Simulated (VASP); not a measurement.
# Li (Fm-3m) in VASP: notebook

One crystal, Li, is run at these levels: PBEsol; tasks: single point.

Program: VASP 6.6.1. These are calculated values, not measurements. Logs are shortened: lines on timing, memory, paths and dates and some standing lists are left out, and cuts for length are marked.

### 1 Starting point

Symmetry: Fm-3m, No. 225, cubic system. The conventional cell has a = 4.404 Å, b = 4.404 Å, c = 4.404 Å, α = 90.00°, β = 90.00°, γ = 90.00°. Li (site symmetry m-3m) has 12 Li at 3.11 Å as nearest neighbours.

This isn't the form of Li at room conditions, which is bcc.

### 2 Single point, PBEsol

The input, INCAR:

```
SYSTEM = Li
  ALGO = Normal
  EDIFF = 1E-7
  ENCUT = 520
  GGA = PS
  ISIF = 2
  ISMEAR = 0
  LASPH = .True.
  LCHARG = .True.
  LELF = .True.
  LREAL = .False.
  LVHAR = .True.
  LWAVE = .False.
  NBANDS = 8
  NELM = 60
  PREC = Accurate
  SIGMA = 0.15
```

The input, KPOINTS:

```
k-points
0
Gamma
  20 20 20
  0 0 0
```

The input, POSCAR:

```
Li
1.0
    0.0000000000      2.2020000000      2.2020000000
    2.2020000000      0.0000000000      2.2020000000
    2.2020000000      2.2020000000      0.0000000000
Li
1
Direct
    0.0000000000      0.0000000000      0.0000000000
```

Potentials or basis: VASP PAW PBE potentials, release 64 (Li_sv).

Run with:

```bash
$ cat potpaw_PBE.64/Li_sv/POTCAR > POTCAR
$ mpirun -np 1 vasp_std > vasp.out
```

OUTCAR:

```text
SYSTEM = Li
   EDIFF = 1E-7
   ENCUT = 520
   GGA = PS
   ISIF = 2
   ISMEAR = 0
   LASPH = .True.
   LREAL = .False.
   NELM = 60
   PREC = Accurate

 ion  position               nearest neighbor table
   1  0.000  0.000  0.000-

  LATTYP: Found a face centered cubic cell.
 ALAT       =     4.4040000000

  Lattice vectors:

 A1 = (   0.0000000000,   2.2020000000,   2.2020000000)
 A2 = (   2.2020000000,   0.0000000000,   2.2020000000)
 A3 = (   2.2020000000,   2.2020000000,   0.0000000000)

Analysis of symmetry for initial positions (statically):
=====================================================================
 Subroutine PRICEL returns:
 Original cell was already a primitive cell.

 Routine SETGRP: Setting up the symmetry group for a
 face centered cubic supercell.

 Subroutine GETGRP returns: Found 48 space group operations
 (whereof 48 operations were pure point group operations)
 out of a pool of 48 trial point group operations.

The static configuration has the point symmetry O_h .

Analysis of symmetry for dynamics (positions and initial velocities):
=====================================================================
 Subroutine PRICEL returns:
 Original cell was already a primitive cell.

 Routine SETGRP: Setting up the symmetry group for a
 face centered cubic supercell.

 Subroutine GETGRP returns: Found 48 space group operations
 (whereof 48 operations were pure point group operations)
 out of a pool of 48 trial point group operations.

The dynamic configuration has the point symmetry O_h .

 Subroutine INISYM returns: Found 48 space group operations
 (whereof 48 operations are pure point group operations),
 and found     1 'primitive' translations

----------------------------------------------------------------------------------------

                                     Primitive cell

  volume of cell :      21.3541

  direct lattice vectors                    reciprocal lattice vectors
     0.000000000  2.202000000  2.202000000    -0.227066303  0.227066303  0.227066303
     2.202000000  0.000000000  2.202000000     0.227066303 -0.227066303  0.227066303
     2.202000000  2.202000000  0.000000000     0.227066303  0.227066303 -0.227066303

  length of vectors
     3.114098264  3.114098264  3.114098264     0.393290374  0.393290374  0.393290374

  position of ions in fractional coordinates (direct lattice)
     0.000000000  0.000000000  0.000000000

  ion indices of the primitive-cell ions
   primitive index   ion index
                 1           1
[... 70 lines left out ...]
   ENCUT  =  520.0 eV  38.22 Ry    6.18 a.u.   5.79  5.79  5.79*2*pi/ulx,y,z
   NELM   =     60;   NELMIN=  2; NELMDL= -5     # of ELM steps
   EDIFF  = 0.1E-06   stopping-criterion for ELM
   LREAL  =      F    real-space projection
   EDIFFG = 0.1E-05   stopping-criterion for IOM
   NSW    =      0    number of steps for IOM
   IBRION =     -1    ionic relax: 0-MD 1-quasi-New 2-CG
   NFREE  =      0    steps in history (QN), initial steepest desc. (CG)
   ISIF   =      2    stress and relaxation
   ISYM   =      2    0-nonsym 1-usesym 2-fastsym
   POTIM  = 0.5000    time-step for ionic-motion
   TEBEG  =    0.0;   TEEND  =   0.0 temperature during run
   PSTRESS=    0.0 pullay stress
   NELECT =       3.0000    total number of electrons
   NUPDOWN=      -1.0000    fix difference up-down
   EMIN   =  10.00;   EMAX   =-10.00  energy-range for DOS
   EFERMI =   0.00;   METHOD = LEGACY
   ISMEAR =     0;   SIGMA  =   0.15  broadening in eV -4-tet -1-fermi 0-gaus
   EFERMI_NEDOS =   21; number of points for ismear=-14 and -15
   IALGO  =     38    algorithm
   IMIX   =      4    mixing-type and parameters
     AMIX     =   0.40;   BMIX     =  1.00
     AMIX_MAG =   1.60;   BMIX_MAG =  1.00
  volume/ion in A,a.u.               =      21.35       144.10
  Fermi-wavevector in a.u.,A,eV,Ry     =   0.851049  1.608250  9.854489  0.724285
  Thomas-Fermi vector in A             =   1.967122
   LORBIT       =      0    0 simple, 1 ext, 2 COOP (PROOUT), +10 PAW based schemes
   GGA     = PS    functional components
   LHFCALC =     F    Hartree Fock is set to
   AEXX    =    0.0000 exact exchange contribution
   IVDW    =     0    specifies the selected vdW correction
   LEPSILON=     F    determine dielectric tensor
   LRPA    =     F    only Hartree local field effects (RPA)
 non-spin polarized calculation
 Gauss-broadening in eV      SIGMA  =   0.15
  energy-cutoff  :      520.00
  volume of cell :       21.35
 maximum number of plane-waves:       589
   NGX = 11   NGY = 11   NGZ = 11

 number of electron       3.0000005 magnetization

 Free energy of the ion-electron system (eV)
  ---------------------------------------------------
  ext. energy  EPLUGINS =         0.00000000
  ---------------------------------------------------
  free energy    TOTEN  =        -1.96828369 eV

  energy without entropy =       -1.96286578  energy(sigma->0) =       -1.96557473

 E-fermi :   0.4942     XC(G=0):  -6.8917

 val. band max:        0.4899030682   @ k =   0.5000   0.0000   0.0000
 cond. band min:       0.5084060796   @ k =   0.5000   0.0500   0.0000
 fundamental gap:      0.0185030114
 Fermi energy:         0.4941615661

 k-point     1 :       0.0000    0.0000    0.0000
  band No.  band energies     occupation
      1     -45.5164      2.00000
      2      -3.0010      2.00000
      3      14.3459      0.00000
      4      14.3459      0.00000
      5      14.3459      0.00000
      6      18.1054      0.00000
      7      18.1054      0.00000
      8      18.1054      0.00000
[... 243 lines left out ...]
 k-point    24 :      -0.3500    0.0500    0.0000
  band No.  band energies     occupation
      1     -45.5034      2.00000
      2      -0.6565      2.00000
      3       5.1946      0.00000
      4      12.1200      0.00000
      5      13.0597      0.00000
      6      16.4035      0.00000
      7      16.9760      0.00000
      8      18.9039      0.00000

 [... further k-points ...]
[... 5 lines left out ...]
  --------------------------------------------------------------------------------------
  -------------------------------------------------------------------------------------
  Total       -0.1035030     -0.1035030     -0.1035030     -0.0000000      0.0000000     -0.0000000
  in kB       -7.7657204     -7.7657204     -7.7657204     -0.0000000      0.0000000     -0.0000000
  external PRESSURE =      -7.7657204 kB  Pullay stress =       0.0000000 kB

 VOLUME and BASIS-vectors are now :
 -----------------------------------------------------------------------------
  energy-cutoff  :      520.00
  volume of cell :       21.35
      direct lattice vectors                 reciprocal lattice vectors
     0.000000000  2.202000000  2.202000000    -0.227066303  0.227066303  0.227066303
     2.202000000  0.000000000  2.202000000     0.227066303 -0.227066303  0.227066303
     2.202000000  2.202000000  0.000000000     0.227066303  0.227066303 -0.227066303

 POSITION                                       TOTAL-FORCE (eV/Angst)
 -----------------------------------------------------------------------------------
      0.00000      0.00000      0.00000         0.000000      0.000000     -0.000000
 -----------------------------------------------------------------------------------
    total drift:                               -0.000000      0.000000     -0.000000

  FREE ENERGIE OF THE ION-ELECTRON SYSTEM (eV)
  ---------------------------------------------------
  free  energy   TOTEN  =        -1.9682836921 eV

  energy  without entropy=       -1.9628657771  energy(sigma->0) =       -1.96557473
```

It took 14 s on 1 thread of Intel Xeon Platinum 8488C (Sapphire Rapids), shared host; peak memory 0.15 GiB.

Results:

```yaml
Free_energy: -1.9683 eV
Band_gap_on_the_k_mesh: none (metal or under the smearing width)
```

Caveat: the cutoff is under 1.25 times the usual one of these potentials, so pressure, stress and relaxed cells hold a basis-set (Pulay) error; the PAW data sets were made with another functional, which shifts forces and pressure a little.

### 3 Single point, PBEsol

The input, INCAR:

```
SYSTEM = Li
ALGO = Normal
EDIFF = 1E-6
ENCUT = 520
GGA = PS
ISIF = 2
ISMEAR = 0
LASPH = .TRUE.
LCHARG = .FALSE.
LREAL = .FALSE.
LWAVE = .FALSE.
NBANDS = 8
NELM = 80
PREC = Accurate
SIGMA = 0.15
```

The input, KPOINTS:

```
k-points
0
G
  18 18 18
  0 0 0
```

POSCAR is that of step 2.

Potentials or basis: VASP PAW PBE potentials, release 64 (Li_sv).

Run with:

```bash
$ cat potpaw_PBE.64/Li_sv/POTCAR > POTCAR
$ mpirun -np 1 vasp_std > vasp.out
```

Run time: 9.3 s. Hardware: 1 thread of Intel Xeon Platinum 8488C (Sapphire Rapids), shared host; peak memory 0.14 GiB.

Results (log left out):

```
Free energy            : -1.9689 eV
Band gap on the k mesh : none (metal or under the smearing width)
```

Levels at points of the mesh, in eV from the Fermi level:
| k point | band 1 | band 2 | band 3 | band 4 | band 5 | band 6 | band 7 |
| --- | --- | --- | --- | --- | --- | --- | --- |
| (0.00, 0.00, 0.00) | -46.01 | -3.50 | 13.85 | 13.85 | 13.85 | 17.61 | 17.61 |
| (0.50, 0.00, 0.00) | -46.00 | 0.00 | 2.76 | 12.19 | 12.19 | 16.02 | 16.02 |
| (0.50, 0.50, 0.00) | -45.99 | 1.48 | 4.52 | 8.15 | 8.15 | 10.28 | 14.74 |

Caveat: the cutoff is under 1.25 times the usual one of these potentials, so pressure, stress and relaxed cells hold a basis-set (Pulay) error; the PAW data sets were made with another functional, which shifts forces and pressure a little.
